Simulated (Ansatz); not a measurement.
An input for Ansatz 0.2.0 (Zn):

Contents of run.py:

```python
import json

import ase.io
import numpy as np
import spglib

import ansatz as az

atoms = ase.io.read("Zn.cif")
cell, frac, numbers = spglib.find_primitive((atoms.cell[:], atoms.get_scaled_positions(), atoms.numbers), symprec=1e-5)
atoms = ase.Atoms(numbers, cell=cell, scaled_positions=frac, pbc=True)

calculation = (
    az.Crystal.from_ase(atoms)
    .calculation()
    .functional("lc_wpbe", dispersion="d4")
    .pseudopotentials(kind="paw", level="accurate")
    .scf(extra_bands=6)
    .occupations(method="fermi_dirac", width=0.1)
    .density_of_states(energy_step=0.05, projected=True)
    .forces()
    .stress()
    .band_table(publish=True)
)
outcome = calculation.run(threads=2, events_out="events.jsonl")

report = outcome.report
for line in open("events.jsonl"):
    event = json.loads(line)
    if event["event"] == "scf_iter":
        d = event["data"]
        print(f"SCF {d['iter']:3d}  HF = {d['harris_foulkes_ev']:.6f} eV  dr2 = {d['dr2_ev']:.2e} eV")
    elif event["event"] in ("relax_step", "md_step"):
        d = event["data"]
        print(f"{event['event']} {d['step']:3d}  E = {d['lagrangian_ev']:.6f} eV")
np.set_printoptions(precision=5, suppress=True, linewidth=110)
print("converged:", report["converged"], "after", report["n_iterations"], "iterations")
print(f"free energy {report['free_energy_ev']:.6f} eV, Fermi level {report['fermi_energy_ev']:.4f} eV")
for key in ("band_edges_ev", "magnetization_mub", "site_moments_mub", "site_moments_nc_mub", "forces_ev_ang",
                "stress_gpa"):
    if report.get(key) is not None:
        print(key, np.array(report[key]), sep="\n")
```

File Zn.cif:

```cif
data_Zn
_cell_length_a 3.13807400
_cell_length_b 3.13807400
_cell_length_c 3.13807400
_cell_angle_alpha 90.00000000
_cell_angle_beta 90.00000000
_cell_angle_gamma 90.00000000
_space_group_name_H-M_alt 'Im-3m'
_space_group_name_Hall '-I 4 2 3'
_space_group_IT_number 229
loop_
_space_group_symop_operation_xyz
'x,y,z'
'-x,-y,-z'
'-y,x,z'
'y,-x,-z'
'-x,-y,z'
'x,y,-z'
'y,-x,z'
'-y,x,-z'
'x,-y,-z'
'-x,y,z'
'-y,-x,-z'
'y,x,z'
'-x,y,-z'
'x,-y,z'
'y,x,-z'
'-y,-x,z'
'z,x,y'
'-z,-x,-y'
'z,-y,x'
'-z,y,-x'
'z,-x,-y'
'-z,x,y'
'z,y,-x'
'-z,-y,x'
'-z,x,-y'
'z,-x,y'
'-z,-y,-x'
'z,y,x'
'-z,-x,y'
'z,x,-y'
'-z,y,x'
'z,-y,-x'
'y,z,x'
'-y,-z,-x'
'x,z,-y'
'-x,-z,y'
'-y,z,-x'
'y,-z,x'
'-x,z,y'
'x,-z,-y'
'-y,-z,x'
'y,z,-x'
'-x,-z,-y'
'x,z,y'
'y,-z,-x'
'-y,z,x'
'x,-z,y'
'-x,z,-y'
'x+1/2,y+1/2,z+1/2'
'-x+1/2,-y+1/2,-z+1/2'
'-y+1/2,x+1/2,z+1/2'
'y+1/2,-x+1/2,-z+1/2'
'-x+1/2,-y+1/2,z+1/2'
'x+1/2,y+1/2,-z+1/2'
'y+1/2,-x+1/2,z+1/2'
'-y+1/2,x+1/2,-z+1/2'
'x+1/2,-y+1/2,-z+1/2'
'-x+1/2,y+1/2,z+1/2'
'-y+1/2,-x+1/2,-z+1/2'
'y+1/2,x+1/2,z+1/2'
'-x+1/2,y+1/2,-z+1/2'
'x+1/2,-y+1/2,z+1/2'
'y+1/2,x+1/2,-z+1/2'
'-y+1/2,-x+1/2,z+1/2'
'z+1/2,x+1/2,y+1/2'
'-z+1/2,-x+1/2,-y+1/2'
'z+1/2,-y+1/2,x+1/2'
'-z+1/2,y+1/2,-x+1/2'
'z+1/2,-x+1/2,-y+1/2'
'-z+1/2,x+1/2,y+1/2'
'z+1/2,y+1/2,-x+1/2'
'-z+1/2,-y+1/2,x+1/2'
'-z+1/2,x+1/2,-y+1/2'
'z+1/2,-x+1/2,y+1/2'
'-z+1/2,-y+1/2,-x+1/2'
'z+1/2,y+1/2,x+1/2'
'-z+1/2,-x+1/2,y+1/2'
'z+1/2,x+1/2,-y+1/2'
'-z+1/2,y+1/2,x+1/2'
'z+1/2,-y+1/2,-x+1/2'
'y+1/2,z+1/2,x+1/2'
'-y+1/2,-z+1/2,-x+1/2'
'x+1/2,z+1/2,-y+1/2'
'-x+1/2,-z+1/2,y+1/2'
'-y+1/2,z+1/2,-x+1/2'
'y+1/2,-z+1/2,x+1/2'
'-x+1/2,z+1/2,y+1/2'
'x+1/2,-z+1/2,-y+1/2'
'-y+1/2,-z+1/2,x+1/2'
'y+1/2,z+1/2,-x+1/2'
'-x+1/2,-z+1/2,-y+1/2'
'x+1/2,z+1/2,y+1/2'
'y+1/2,-z+1/2,-x+1/2'
'-y+1/2,z+1/2,x+1/2'
'x+1/2,-z+1/2,y+1/2'
'-x+1/2,z+1/2,-y+1/2'
loop_
_atom_site_label
_atom_site_type_symbol
_atom_site_symmetry_multiplicity
_atom_site_Wyckoff_symbol
_atom_site_fract_x
_atom_site_fract_y
_atom_site_fract_z
_atom_site_occupancy
Zn1 Zn 2 a 0.0000000000 0.0000000000 0.0000000000 1
```

Potentials or basis: Ansatz PAW accurate.

The run is started by

```sh
$ python run.py
```

Task: Does this run start?

Result: The run stopped without a result. It printed:

Output:

```text
Traceback (most recent call last):
  File "run.py", line 25, in <module>
  [frames inside libraries left out]
ansatz.errors.InputError: no k-points: add .kpoints(mesh), or .kpoints with spacing=, density= or length=, or points= for k-points listed one by one  [kpoints.mp_grid]
```
